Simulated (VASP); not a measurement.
Level of theory: revTPSS meta-GGA, VASP's PBE PAW potentials (set 64) (plane waves; VASP).

VASP ran on this input.

KPOINTS:
```
K-points
0
G
 7 7 7
```

### INCAR
```
LWAVE = .FALSE.
PREC = Accurate
METAGGA = RTPSS
LASPH = .TRUE.
ISIF = 2
ISMEAR = 0   ! Gaussian
LCHARG = .FALSE.
SYSTEM = CaF2
ALGO = Normal   ! blocked Davidson
LMIXTAU = .TRUE.
LREAL = .FALSE.   ! projection in real space or not
NELM = 100
ENCUT = 520   ! plane-wave cut-off (eV)
EDIFF = 1E-7
SIGMA = 0.05
```

**POSCAR**
```
CaF2
5.4139410
  0.0000000000   0.5000000323   0.5000000323
  0.5000000323   0.0000000000   0.5000000323
  0.5000000323   0.5000000323   0.0000000000
Ca F
1 2
Cartesian
  0.0000000000   0.0000000000   0.0000000000
  0.2500000161   0.2500000161   0.2500000161
  0.7500000484   0.7500000484   0.7500000484
```

POTCAR, in this order: Ca_sv F (PBE.64 set). Program: vasp_std.

The resulting files:

OUTCAR:
```
 ion  position               nearest neighbor table
   1  0.000  0.000  0.000-   3 2.34   3 2.34   3 2.34   2 2.34   3 2.34   2 2.34   2 2.34   2 2.34
  LATTYP: Found a face centered cubic cell.
 ALAT       =     5.4139413496
 Subroutine PRICEL returns:
 Original cell was already a primitive cell.
 Subroutine GETGRP returns: Found 48 space group operations
The static configuration has the point symmetry O_h .
The dynamic configuration has the point symmetry O_h .
 Subroutine INISYM returns: Found 48 space group operations
 Subroutine IBZKPT returns following result:
 Found     20 irreducible k-points:

 Following reciprocal coordinates:
            Coordinates               Weight
  0.000000  0.000000  0.000000      1.000000
  0.142857  0.000000  0.000000      8.000000
  0.285714  0.000000  0.000000      8.000000
  0.428571  0.000000  0.000000      8.000000
  0.142857  0.142857  0.000000      6.000000
  0.285714  0.142857  0.000000     24.000000
  0.428571  0.142857  0.000000     24.000000
 -0.428571  0.142857  0.000000     24.000000
 -0.285714  0.142857  0.000000     24.000000
 -0.142857  0.142857  0.000000     12.000000
  0.285714  0.285714  0.000000      6.000000
  0.428571  0.285714  0.000000     24.000000
 -0.428571  0.285714  0.000000     24.000000
 -0.285714  0.285714  0.000000     12.000000
  0.428571  0.428571  0.000000      6.000000
 -0.428571  0.428571  0.000000     12.000000
  0.428571  0.285714  0.142857     24.000000
 -0.428571  0.285714  0.142857     48.000000
 -0.428571  0.428571  0.142857     24.000000
 -0.285714  0.428571  0.142857     24.000000
   k-points           NKPTS =     20   k-points in BZ     NKDIM =     20   number of bands    NBANDS=     16
   number of dos      NEDOS =    301   number of ions     NIONS =      3
   total plane-waves  NPLWV =  21952
   dimension x,y,z NGX =    28 NGY =   28 NGZ =   28
   dimension x,y,z NGXF=    56 NGYF=   56 NGZF=   56
...
```

### OSZICAR
```
       N       E                     dE             d eps       ncg     rms          rms(c)
DAV:   1     0.223244278146E+03    0.22324E+03   -0.13782E+04   640   0.153E+03
DAV:   2    -0.994214067907E+01   -0.23319E+03   -0.23119E+03   880   0.417E+02
DAV:   3    -0.199392619949E+02   -0.99971E+01   -0.99817E+01   728   0.101E+02
DAV:   4    -0.203551758837E+02   -0.41591E+00   -0.41567E+00  1072   0.150E+01
DAV:   5    -0.203574352263E+02   -0.22593E-02   -0.22593E-02   728   0.112E+00    0.127E+01
DAV:   6    -0.207302680464E+02   -0.37283E+00   -0.21842E+02   640   0.169E+02    0.146E+01
DAV:   7    -0.214335010670E+02   -0.70323E+00   -0.57056E+00   888   0.221E+01    0.106E+01
DAV:   8    -0.206835145298E+02    0.74999E+00   -0.24597E+00   792   0.137E+01    0.589E+00
DAV:   9    -0.207041501364E+02   -0.20636E-01   -0.61749E+00   776   0.220E+01    0.162E+00
DAV:  10    -0.206324904385E+02    0.71660E-01   -0.12827E+00   672   0.122E+01    0.126E+00
DAV:  11    -0.208708940024E+02   -0.23840E+00   -0.34635E-01  1008   0.669E+00    0.368E-01
DAV:  12    -0.208857840031E+02   -0.14890E-01   -0.54161E-02   784   0.223E+00    0.456E-01
DAV:  13    -0.208826667272E+02    0.31173E-02   -0.13007E-02   936   0.863E-01    0.279E-01
DAV:  14    -0.208813888822E+02    0.12778E-02   -0.14858E-02   656   0.108E+00    0.817E-02
DAV:  15    -0.208837285946E+02   -0.23397E-02   -0.13110E-03   656   0.454E-01    0.458E-02
DAV:  16    -0.208837465733E+02   -0.17979E-04   -0.12915E-04  1096   0.139E-01    0.294E-02
DAV:  17    -0.208838244961E+02   -0.77923E-04   -0.11457E-04   664   0.109E-01    0.858E-03
DAV:  18    -0.208838356488E+02   -0.11153E-04   -0.17434E-05   968   0.362E-02    0.231E-03
DAV:  19    -0.208838375135E+02   -0.18647E-05   -0.12714E-06   672   0.127E-02    0.364E-03
DAV:  20    -0.208838384228E+02   -0.90928E-06   -0.14539E-06   808   0.108E-02    0.608E-04
DAV:  21    -0.208838389769E+02   -0.55414E-06   -0.54482E-08   584   0.285E-03    0.989E-05
DAV:  22    -0.208838389789E+02   -0.20182E-08   -0.17906E-08   352   0.117E-03
   1 F= -.20883839E+02 E0= -.20883839E+02  d E =-.154964E-23
```

**OUTCAR**
```
------------------------ aborting loop because EDIFF is reached ----------------------------------------
  FORCE on cell =-STRESS in cart. coord.  units (eV):
  Direction    XX          YY          ZZ          XY          YZ          ZX
  --------------------------------------------------------------------------------------
  Total        0.7426778      0.7426778      0.7426778      0.0000000      0.0000000      0.0000000
  in kB       29.9937214     29.9937214     29.9937214      0.0000000      0.0000000      0.0000000
  external PRESSURE =      29.9937214 kB  Pullay stress =       0.0000000 kB
  volume of cell :       39.67
      direct lattice vectors                 reciprocal lattice vectors
     0.000000000  2.706970675  2.706970675    -0.184708318  0.184708318  0.184708318
     2.706970675  0.000000000  2.706970675     0.184708318 -0.184708318  0.184708318
     2.706970675  2.706970675  0.000000000     0.184708318  0.184708318 -0.184708318
 POSITION                                       TOTAL-FORCE (eV/Angst)
 -----------------------------------------------------------------------------------
      0.00000      0.00000      0.00000        -0.000000      0.000000      0.000000
      1.35349      1.35349      1.35349         0.000000     -0.000000      0.000000
      4.06046      4.06046      4.06046        -0.000000     -0.000000     -0.000000
 -----------------------------------------------------------------------------------
    total drift:                                0.000000      0.000000      0.000000
  FREE ENERGIE OF THE ION-ELECTRON SYSTEM (eV)
  ---------------------------------------------------
  free  energy   TOTEN  =       -20.8838389789 eV

  energy  without entropy=      -20.8838389789  energy(sigma->0) =      -20.88383898
```
(Selected blocks of OUTCAR.)

### OUTCAR
```
 val. band max:       -0.9807495644   @ k =  -0.4286   0.4286   0.0000

 cond. band min:       6.7588698787   @ k =   0.0000   0.0000   0.0000


 Fermi energy:        -0.6346892473

 k-point     1 :       0.0000    0.0000    0.0000
  band No.  band energies     occupation
      1     -37.5136      2.00000
      2     -21.7286      2.00000
      3     -20.9366      2.00000
      4     -17.9051      2.00000
      5     -17.9051      2.00000
      6     -17.9051      2.00000
      7      -3.1817      2.00000
      8      -3.1817      2.00000
      9      -3.1817      2.00000
     10      -1.2139      2.00000
     11      -1.2139      2.00000
     12      -1.2139      2.00000
     13       6.7589      0.00000
     14       8.7081      0.00000
     15       8.7081      0.00000
     16      10.9608      0.00000

 k-point     2 :       0.1429    0.0000    0.0000
  band No.  band energies     occupation
      1     -37.5061      2.00000
      2     -21.7683      2.00000
      3     -20.9884      2.00000
      4     -17.9143      2.00000
      5     -17.9143      2.00000
      6     -17.8288      2.00000
      7      -3.0848      2.00000
      8      -3.0848      2.00000
      9      -3.0046      2.00000
     10      -1.4511      2.00000
     11      -1.3109      2.00000
     12      -1.3109      2.00000
     13       7.2797      0.00000
     14       8.7557      0.00000
     15       8.7557      0.00000
     16      10.7591      0.00000

 k-point     3 :       0.2857    0.0000    0.0000
  band No.  band energies     occupation
      1     -37.4892      2.00000
      2     -21.8174      2.00000
      3     -21.1553      2.00000
      4     -17.9348      2.00000
      5     -17.9348      2.00000
      6     -17.6453      2.00000
      7      -2.8423      2.00000
      8      -2.8423      2.00000
      9      -2.6164      2.00000
     10      -1.9040      2.00000
     11      -1.5453      2.00000
     12      -1.5453      2.00000
     13       8.3516      0.00000
...
```

The compound is CaF2 in the fluorite structure. This cell is one point of a volume scan, at 0.97 of the reference volume.
